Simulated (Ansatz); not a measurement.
# C in Ansatz: reference runs

How does C come out in PBE? The cell is run as given and disturbed.

Everything below comes from runs of Ansatz 0.2.0. Logs are shortened: lines on timing, memory, paths and dates and some standing lists are left out, and cuts for length are marked.

## 1. Starting point

The cell holds a slab with vacuum, 4 atoms: a = 2.456 Å, b = 2.456 Å, c = 24.134 Å, α = 90.00°, β = 90.00°, γ = 120.00°.

## 2. Single point, PBE

Contents of input.yaml:

```yaml
crystal:
  lattice:
    - [2.456227506, 0.0, 0.0]
    - [-1.228113753, 2.1271554177, 0.0]
    - [0.0, 0.0, 24.1339601687]
  atoms:
    - { symbol: C, position: [0.6666666667, 0.3333333333, 0.57047544] }
    - { symbol: C, position: [0.3333333333, 0.6666666667, 0.42952456] }
    - { symbol: C, position: [0.0, 0.0, 0.42953123] }
    - { symbol: C, position: [0.0, 0.0, 0.57046877] }
kpoints:
  mp_grid: { grid: [12, 12, 2] }
scf:
  occupations: { method: fermi_dirac, width: 0.05 }
hamiltonian:
  xc: pbe
  pseudopotentials: { kind: all_electron, lapw: { basis_error: 0.001 } }
output:
  forces: true
  stress: true
  eigenvalues: true
  populations: true
```

Potentials or basis: all-electron LAPW, scalar-relativistic.

Run with:

```console
$ ansatz run input.yaml --threads 2 --pin off --max-ram 6144MiB --backend cpu --events-out ev --progress --plain --runs-dir out
```

The log of the run:

```text
Warning: RAYON_NUM_THREADS=2 ignored (pool sized by the plan → 2); use --threads N
C: projections on atomic orbitals take those of the free atom 1s2 2s2 2p2, of charge +0.00 (hamiltonian.pseudopotentials.projection_atoms)
LAPW: plane waves up to 11.773 Å⁻¹, error target 1.0e-3 eV per atom; small_component_spin mean_spin; C in spheres of 0.709 Å, 6 of its electrons in bands, Dirac shells [] (how accurate: hamiltonian.pseudopotentials.lapw.basis_error, Limitations)
Engine: ansatz 0.2.0, x86_64-unknown-linux-gnu
Pseudopotentials: kind: all_electron
Pseudopotential: C, LAPW, valence charge 6, lapw/all_electron/scalar/gaussian/C, Koelling and Harmon's equation, gaussian nucleus
Functional definition: PBE
  parameter kappa = 0.804
  parameter beta = 0.06672455060314922
  exchange = pbe_x(kappa = kappa, mu = beta*pi^2/3)
  correlation = pbe_c(beta = beta)
Crystal: 4 atoms, lattice volume = 126.095 Å³
Basis set: ecut = 528.0769942038836 eV, 3469 PW (Γ), exchange–correlation at level 2
Bands: 16, of which v1, the nominal top of the filled ones, is band 12 counted from 1 (11 counted from 0)
Symmetry: 12 space group operations
Space group: P-3m1 (ITA 164), of the structure as read, at distance tolerance 5.0e-5 Å
k-points: 38 of 288
Non-local potential: C, projectors of the file, none
Initial density: superposition of atomic densities (neutral atoms: chi_scale 0, normalization atom)
Initial wavefunctions: plane waves of lowest kinetic energy (no species holds an atomic orbital)
Functional: x = pbe(κ = 0.804, μ = 0.2195149727645171), c = pbe(β = 0.06672455060314922)
iter 1 solved again at ethr=2.16e-2 eV; its pass at ethr=1.00e-1 eV (dr2=5.18e0 eV) is discarded
SCF iter   1: F=—  HF=-4149.901942 eV  |F-HF|=—  |Δ(HF+E_count)|=         —  Δρ=6.76e-2  dr2=5.21e0  ethr=2.16e-2  ⟨swp⟩=2.7  Hψ=4176  notcnv=0
preconditioner: auto → LDOS  [metal: Δε(μ)=0.240 eV  Ē_g=16.526 eV  σ=0.050 eV  W_gap=0.49  n_scr=14 (ndim 8)  ℏωp=13.2 eV  f_vac=0.693  D(μ)=0.29/eV (n_scr^D=4)  β→1.0]
SCF iter   2: F=—  HF=-4147.645962 eV  |F-HF|=—  |Δ(HF+E_count)|=    2.26e0  Δρ=2.20e-2  dr2=5.20e-1  ethr=2.16e-2  ⟨swp⟩=3.5  Hψ=1979  notcnv=0  defer=10
iter 3 solved again at ethr=2.07e-4 eV; its pass at ethr=2.17e-3 eV (dr2=4.96e-2 eV) is discarded
SCF iter   3: F=—  HF=-4147.455722 eV  |F-HF|=—  |Δ(HF+E_count)|=   1.90e-1  Δρ=6.74e-3  dr2=4.99e-2  ethr=2.07e-4  ⟨swp⟩=2.4  Hψ=3317  notcnv=0  defer=6
SCF iter   4: F=—  HF=-4147.441301 eV  |F-HF|=—  |Δ(HF+E_count)|=         —  Δρ=1.11e-3  dr2=5.89e-4  ethr=2.07e-4  ⟨swp⟩=3.1  Hψ=1687  notcnv=0  defer=2
the basis was enlarged: its passes take 160.8 KiB over the memory plan, 2 of 2 planned eigensolver slots
SCF iter   5: F=—  HF=-4147.441953 eV  |F-HF|=—  |Δ(HF+E_count)|=   6.52e-4  Δρ=1.80e-4  dr2=6.32e-5  ethr=2.45e-6  ⟨swp⟩=3.1  Hψ=1776  notcnv=0
SCF iter   6: F=—  HF=-4147.441958 eV  |F-HF|=—  |Δ(HF+E_count)|=   4.29e-6  Δρ=4.43e-5  dr2=1.91e-6  ethr=2.63e-7  ⟨swp⟩=3.0  Hψ=1692  notcnv=0
iter 7 met the thresholds in force, and the SCF goes on: an eigenvalue changes by 13.72 meV, over its tolerance of 10.00 meV (output.eigenvalues, Limitations)
SCF iter   7: F=-4147.441959 eV  HF=-4147.441958 eV  |F-HF|=1.45e-7  |Δ(HF+E_count)|=   9.00e-7  Δρ=8.68e-6  dr2=2.98e-8  ethr=7.96e-9  ⟨swp⟩=3.0  Hψ=1607  notcnv=0
SCF iter   8: F=-4147.441959 eV  HF=-4147.441959 eV  |F-HF|=3.01e-9  |Δ(HF+E_count)|=   1.52e-7  Δρ=9.77e-7  dr2=6.46e-10  ethr=1.24e-10  ⟨swp⟩=3.1  Hψ=1816  notcnv=0
SCF 1 converged in 8 iterations: F = -4147.441959 eV  dr2 = 6.46e-10
SCF converged after 8 iterations
an eigenvalue changed by more than its tolerance at an iteration that met the thresholds in force, so the SCF went on 1 time: the last check found none over its tolerance
Free energy (F): -4147.441959 eV
Harris-Foulkes:  -4147.441959 eV  (|F-HF|=3.01e-9)
Internal energy: -4147.439992 eV  (E = F + TS)
E sigma→0 (E₀):  -4147.440975 eV
Entropy (-TS):   -0.001967 eV (-0.492 meV/atom)
Fermi energy:    -1.036376 eV
--- Per-component energies (eV) ---
  E_band       = -2298.846260
  E_kinetic    = 4135.361661
  E_xc         = -588.950384
  E_electrostatic = -7693.851268  (all electrons and nuclei)
  E_smearing   = -0.001967  (= −TS)
  E_closure    = 0.000000  (closes the sum)
  E_atoms      = -4110.531295  (free atoms, spherical and without spin; not in F)
  Σ components = -4147.441959   (vs F -4147.441959, Δ=0.00e0)
  Basis errors (estimates in eV, not in F): energy 6.8e-4 per atom: plane waves 6.4e-4 (4.2e-4 summed), levels above the bands 3.1e-50, relativity 1.4e-8, radial functions 4.1e-5, core shells 0.0e0; eigenvalues (radial functions only) 2.0e-6; not estimated: angular momenta, meshes, grids; target (lapw.basis_error) 1.0e-3; muffin-tin radii C 0.709 Å
--- Forces (eV/Å), atoms counted from 1 ---
  atom   1  C      0.00000000    -0.00000000     0.05408416
  atom   2  C      0.00000000     0.00000000    -0.05408416
  atom   3  C     -0.00000000    -0.00000000    -0.03590535
  atom   4  C      0.00000000     0.00000000     0.03590535
  max |Σ_I F_I| component: 1.48e-16 eV/Å
--- Stress (GPa, compression-positive) ---
        1.405011      -0.000000      -0.000000
       -0.000000       1.405011       0.000000
       -0.000000       0.000000       0.386753
  P = ⅓ Tr σ = 1.0656 GPa (10.656 kbar)
--- Band table (eV; the first three rows and the last of 38) ---
  k-point 0: bands = ["-266.9395", "-266.9395", "-266.9079", "-266.9079", "-20.7071", "-20.5728", "-9.1652", "-8.2608", "-4.0737", "-4.0737", "-4.0659", "-4.0659", "2.3523", "2.7212", "3.3655", "4.0320"]
  k-point 1: bands = ["-266.9395", "-266.9395", "-266.9079", "-266.9079", "-20.7071", "-20.5728", "-9.1652", "-8.2608", "-4.0737", "-4.0737", "-4.0659", "-4.0659", "2.3545", "2.7096", "3.4392", "3.8271"]
  k-point 2: bands = ["-266.9391", "-266.9391", "-266.9083", "-266.9083", "-20.5413", "-20.4084", "-8.9649", "-8.0663", "-4.7304", "-4.7159", "-4.4180", "-4.4060", "2.5747", "2.9466", "3.5950", "4.2603"]
  k-point 37: bands = ["-266.9320", "-266.9320", "-266.9154", "-266.9154", "-13.7038", "-13.6599", "-13.6599", "-13.6200", "-11.6723", "-11.6723", "-1.3372", "-1.0364", "-1.0364", "-0.7186", "9.5578", "9.5578"]
--- Löwdin populations: 4 sites ---
  site symbol       q [e]
     0      C      5.9602
     1      C      5.9602
     2      C      5.9576
     3      C      5.9576
  spilling = 0.006847 (of n_electrons = 24.000000)
```

It took 21 s on 2 threads of AMD EPYC 7R43 (Zen 3), shared host; peak memory 1.1 GiB.

What came out:

```yaml
Free_energy: -4147.4420 eV
Largest_force: 0.054 eV/Å
Band_gap_on_the_k_mesh: none (metal or under the smearing width)
```

Forces in eV/Å, atoms in the order of the input:
```
C    0.000  0.000  0.054
C    0.000  0.000 -0.054
C    0.000  0.000 -0.036
C    0.000  0.000  0.036
```

Levels at points of the mesh, in eV from the Fermi level:
```
             k point  band 9  band 10  band 11  band 12  band 13  band 14  band 15  band 16
  (0.00, 0.00, 0.00)   -3.04    -3.04    -3.03    -3.03     3.39     3.76     4.40     5.07
 (0.00, 0.00, -0.50)   -3.04    -3.04    -3.03    -3.03     3.39     3.75     4.48     4.86
 (0.00, -0.50, 0.00)   -6.46    -6.43    -2.56    -2.23     1.55     1.88     7.41     7.59
(0.00, -0.50, -0.50)   -6.46    -6.43    -2.56    -2.23     1.55     1.88     7.41     7.59
```

## 3. Single point, PBE (atoms moved at random, drawn with an rms of 0.05 Å)

Contents of input.yaml:

```yaml
crystal:
  lattice:
    - [2.456227506, 0.0, 0.0]
    - [-1.228113753, 2.1271554177, 0.0]
    - [0.0, 0.0, 24.1339601687]
  atoms:
    - { symbol: C, position: [0.656434, 0.32544, 0.571241] }
    - { symbol: C, position: [0.294807, 0.649361, 0.428878] }
    - { symbol: C, position: [0.00123, -0.007863, 0.429697] }
    - { symbol: C, position: [-0.004773, 0.016183, 0.571091] }
kpoints:
  mp_grid: { grid: [12, 12, 2] }
scf:
  occupations: { method: fermi_dirac, width: 0.05 }
hamiltonian:
  xc: pbe
  pseudopotentials: { kind: all_electron, lapw: { basis_error: 0.001 } }
output:
  forces: true
  stress: true
  eigenvalues: true
  populations: true
```

Potentials or basis: all-electron LAPW, scalar-relativistic.

Run with:

```console
$ ansatz run input.yaml --threads 2 --pin off --max-ram 6144MiB --backend cpu --events-out ev --progress --plain --runs-dir out
```

The log of the run:

```text
Warning: RAYON_NUM_THREADS=2 ignored (pool sized by the plan → 2); use --threads N
C: projections on atomic orbitals take those of the free atom 1s2 2s2 2p2, of charge +0.00 (hamiltonian.pseudopotentials.projection_atoms)
LAPW: plane waves up to 12.308 Å⁻¹, error target 1.0e-3 eV per atom; small_component_spin mean_spin; C in spheres of 0.678 Å, 6 of its electrons in bands, Dirac shells [] (how accurate: hamiltonian.pseudopotentials.lapw.basis_error, Limitations)
[... 8 set-up lines as earlier in the session ...]
Crystal: 4 atoms, lattice volume = 126.095 Å³
Basis set: ecut = 577.1695366813499 eV, 3959 PW (Γ), exchange–correlation at level 2
Bands: 16, of which v1, the nominal top of the filled ones, is band 12 counted from 1 (11 counted from 0)
Symmetry: 1 space group operations
Space group: P1 (ITA 1), of the structure as read, at distance tolerance 5.0e-5 Å
k-points: 148 of 288 (time reversal used)
[... 4 set-up lines as earlier in the session ...]
iter 1 solved again at ethr=2.23e-2 eV; its pass at ethr=1.00e-1 eV (dr2=5.34e0 eV) is discarded
SCF iter   1: F=—  HF=-4149.685892 eV  |F-HF|=—  |Δ(HF+E_count)|=         —  Δρ=6.89e-2  dr2=5.40e0  ethr=2.23e-2  ⟨swp⟩=2.7  Hψ=16464  notcnv=0
preconditioner: auto → none  [insulator: Δε(μ)=0.736 eV  Ē_g=16.302 eV  σ=0.050 eV  W_gap=1.00  n_scr=14 (ndim 8)  ℏωp=13.2 eV  f_vac=0.693  D(μ)=0.00/eV (n_scr^D=0)  ε∞_Penn≈1.7]
iter 2 solved again at ethr=1.89e-3 eV; its pass at ethr=2.23e-2 eV (dr2=4.52e-1 eV) is discarded
SCF iter   2: F=—  HF=-4147.324669 eV  |F-HF|=—  |Δ(HF+E_count)|=    2.36e0  Δρ=2.38e-2  dr2=4.54e-1  ethr=1.89e-3  ⟨swp⟩=2.7  Hψ=13067  notcnv=0  defer=50
SCF iter   3: F=—  HF=-4147.165585 eV  |F-HF|=—  |Δ(HF+E_count)|=         —  Δρ=4.39e-3  dr2=9.56e-3  ethr=1.89e-3  ⟨swp⟩=3.6  Hψ=7717  notcnv=0  defer=29
the basis was enlarged: its passes take 151.0 KiB over the memory plan, 2 of 2 planned eigensolver slots
SCF iter   4: F=—  HF=-4147.169059 eV  |F-HF|=—  |Δ(HF+E_count)|=   3.47e-3  Δρ=1.45e-3  dr2=1.27e-2  ethr=3.99e-5  ⟨swp⟩=3.7  Hψ=7706  notcnv=0  defer=18
SCF iter   5: F=—  HF=-4147.165490 eV  |F-HF|=—  |Δ(HF+E_count)|=   3.57e-3  Δρ=1.39e-4  dr2=4.14e-5  ethr=3.99e-5  ⟨swp⟩=3.2  Hψ=7337  notcnv=0  defer=1
SCF iter   6: F=—  HF=-4147.165486 eV  |F-HF|=—  |Δ(HF+E_count)|=   4.56e-6  Δρ=5.50e-5  dr2=1.76e-6  ethr=1.72e-7  ⟨swp⟩=3.0  Hψ=6525  notcnv=0
SCF iter   7: F=—  HF=-4147.165488 eV  |F-HF|=—  |Δ(HF+E_count)|=   2.08e-6  Δρ=2.30e-5  dr2=6.80e-7  ethr=7.32e-9  ⟨swp⟩=3.0  Hψ=6506  notcnv=0
SCF iter   8: F=-4147.165488 eV  HF=-4147.165488 eV  |F-HF|=8.44e-9  |Δ(HF+E_count)|=   1.15e-7  Δρ=3.26e-6  dr2=7.22e-9  ethr=2.83e-9  ⟨swp⟩=3.0  Hψ=6159  notcnv=0
SCF 1 converged in 8 iterations: F = -4147.165488 eV  dr2 = 7.22e-9
SCF converged after 8 iterations
the last check of whether an eigenvalue changes by more than its tolerance under the output density was not made (no_room)
Free energy (F): -4147.165488 eV
Harris-Foulkes:  -4147.165488 eV  (|F-HF|=8.44e-9)
Internal energy: -4147.165444 eV  (E = F + TS)
E sigma→0 (E₀):  -4147.165466 eV
Entropy (-TS):   -0.000043 eV (-0.011 meV/atom)
Fermi energy:    -1.036952 eV
--- Per-component energies (eV) ---
  E_band       = -2298.700455
  E_kinetic    = 4136.587747
  E_xc         = -589.094460
  E_electrostatic = -7694.658731  (all electrons and nuclei)
  E_smearing   = -0.000043  (= −TS)
  E_closure    = 0.000000  (closes the sum)
  E_atoms      = -4110.531295  (free atoms, spherical and without spin; not in F)
  Σ components = -4147.165488   (vs F -4147.165488, Δ=0.00e0)
  Basis errors (estimates in eV, not in F): energy 6.7e-4 per atom: plane waves 6.3e-4 (4.1e-4 summed), levels above the bands 4.0e-50, relativity 1.9e-8, radial functions 3.8e-5, core shells 0.0e0; eigenvalues (radial functions only) 1.3e-6; not estimated: angular momenta, meshes, grids; target (lapw.basis_error) 1.0e-3; muffin-tin radii C 0.678 Å
--- Forces (eV/Å), atoms counted from 1 ---
  atom   1  C     -0.97079390     2.59703207    -0.00847960
  atom   2  C      4.48872214     0.63927187     0.26447485
  atom   3  C     -4.49012200    -0.63775343    -0.35629475
  atom   4  C      0.97217666    -2.59856628     0.10033912
  max |Σ_I F_I| component: 3.96e-5 eV/Å
--- Stress (GPa, compression-positive) ---
        2.822354      -1.562182      -0.111206
       -1.562182       1.892868      -0.010714
       -0.111206      -0.010714       0.389268
  P = ⅓ Tr σ = 1.7015 GPa (17.015 kbar)
--- Band table (eV; the first three rows and the last of 148) ---
  k-point 0: bands = ["-266.9312", "-266.9137", "-266.8993", "-266.8798", "-20.7030", "-20.5756", "-9.1579", "-8.2853", "-5.3561", "-4.8677", "-3.2293", "-2.6488", "2.3485", "2.7172", "3.3584", "4.0273"]
  k-point 1: bands = ["-266.9312", "-266.9137", "-266.8993", "-266.8798", "-20.7030", "-20.5756", "-9.1579", "-8.2853", "-5.3561", "-4.8677", "-3.2293", "-2.6489", "2.3508", "2.7054", "3.4331", "3.8187"]
  k-point 2: bands = ["-266.9309", "-266.9133", "-266.8995", "-266.8802", "-20.5374", "-20.4113", "-8.9588", "-8.0923", "-5.8207", "-5.1594", "-3.9759", "-3.1851", "2.5698", "2.9421", "3.5877", "4.2552"]
  k-point 147: bands = ["-266.9228", "-266.9076", "-266.9044", "-266.8891", "-15.2173", "-15.1197", "-14.8717", "-14.6684", "-7.1960", "-6.9869", "-3.2565", "-2.8661", "-0.1044", "0.2949", "6.4044", "6.5750"]
--- Löwdin populations: 4 sites ---
  site symbol       q [e]
     0      C      5.9598
     1      C      5.9592
     2      C      5.9572
     3      C      5.9573
  spilling = 0.006938 (of n_electrons = 24.000000)
```

populations.tsv:

```text
# site	symbol	l	j	q
# orbitals = lowdin
# n_electrons = 24.000000
# spilling = 0.006938
# projection_atom_C: 1s2 2s2 2p2
0	C	0_1S	-	1.988239
0	C	0_2S	-	0.908109
0	C	1_2P	-	3.063473
1	C	0_1S	-	1.988063
1	C	0_2S	-	0.907050
1	C	1_2P	-	3.064079
2	C	0_1S	-	1.988060
2	C	0_2S	-	0.907520
2	C	1_2P	-	3.061597
3	C	0_1S	-	1.988236
3	C	0_2S	-	0.908560
3	C	1_2P	-	3.060513
```

It took 2.4 min on 2 threads of AMD EPYC 7R43 (Zen 3), shared host; peak memory 5.7 GiB.

Results:

```
Free energy            : -4147.1655 eV
Largest force          : 4.549 eV/Å
Band gap on the k mesh : 0.61 eV, direct
```

Forces on the atoms (eV/Å):
```
C   -0.971  2.597 -0.008
C    4.489  0.639  0.264
C   -4.490 -0.638 -0.356
C    0.972 -2.599  0.100
```

Stress tensor (GPa, compression positive):
```
 2.82 -1.56 -0.11
-1.56  1.89 -0.01
-0.11 -0.01  0.39
```
